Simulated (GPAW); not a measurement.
Runs of GPAW 26.7.0 on InP. It takes space group F-43m (No. 216, cubic). Conventional cell: a = 5.861 Å, b = 5.861 Å, c = 5.861 Å, α = 90.00°, β = 90.00°, γ = 90.00°. In (site symmetry -43m) is surrounded by 4 P at 2.54 Å. P (site symmetry -43m) has 4 In at 2.54 Å as nearest neighbours. 

```csv
task,level,potentials or basis,spin,cutoff (eV),maxiter,band path,band points,spin axis theta (degrees),spin axis phi (degrees),grid spacing,other keys,gap on the mesh (eV),pressure (GPa),V0 of scaled cells (Å³/atom),B0 (GPa)
equation of state,C09-vdW,"GPAW PAW data sets (gpaw-data 1.2.1), pw",off,600,150,-,-,-,-,-,-,-,-,25.66,67
equation of state,PBE+D4,"GPAW PAW data sets (gpaw-data 1.2.1), pw",off,600,150,-,-,-,-,-,-,-,-,25.46,66
band structure,PW91,"PAW data sets generated in the run's folder for this functional, pw","SOC, no magnetisation",600,150,"GXWKGLUWLK,UX",60,90,45,-,-,0.63,2.9,-,-
equation of state,optB88-vdW,"GPAW PAW data sets (gpaw-data 1.2.1), pw",off,600,150,-,-,-,-,-,-,-,-,(a),61
equation of state,PBE+D3(BJ),"GPAW PAW data sets (gpaw-data 1.2.1), pw",off,600,150,-,-,-,-,-,-,-,-,(b),66
band structure,optB88-vdW,"GPAW PAW data sets (gpaw-data 1.2.1), pw","SOC, no magnetisation",600,150,"GXWKGLUWLK,UX",80,54.7,45,-,-,0.60,-,-,-
band structure,PBE,"GPAW PAW data sets (gpaw-data 1.2.1), lcao:dzp",off,-,150,"GXWKGLUWLK,UX",60,-,-,0.2 Å,-,0.75,-,-,-
single point,PBE,"GPAW PAW data sets (gpaw-data 1.2.1), pw",off,600,100,-,-,-,-,-,"several, not listed",0.71,3.0,-,-
equation of state,LDA,"JTH PAW 2.0, LDA, pw",off,600,150,-,-,-,-,-,-,-,-,24.72,69
band structure,TPSS,"GPAW PAW data sets (gpaw-data 1.2.1), pw","SOC, no magnetisation",600,150,"GXWKGLUWLK,UX",80,0,0,-,-,(d),2.6,-,-
band structure,TASK,"GPAW PAW data sets (gpaw-data 1.2.1), pw","SOC, no magnetisation",600,150,"GXWKGLUWLK,UX",80,90,0,-,-,(c),5.6,-,-
```

Alike in all rows: cell as given; k mesh 6 × 6 × 6; smearing fermi-dirac 0.05 eV.

Problem. Estimate the missing entries.

Solution. (a) 26.55; (b) 25.49; (c) 1.87; (d) 0.82.

Caveats: the PAW data sets were made with another functional, which shifts forces and pressure a little (some runs); spin-orbit coupling was added after a scalar SCF, so levels and gaps hold it while energy, forces, pressure and moments don't (some runs); this program's spin-orbit splittings come out too wide for heavy elements (some runs); spin-orbit coupling is left out, which moves the levels of the heavy elements (some runs); the basis of atomic orbitals isn't converged, which shifts pressures, moduli and gaps (some runs); the program truncates these outside data sets (some runs).

A k mesh can miss the band edges, and rows without SOC leave out spin-orbit coupling on In.
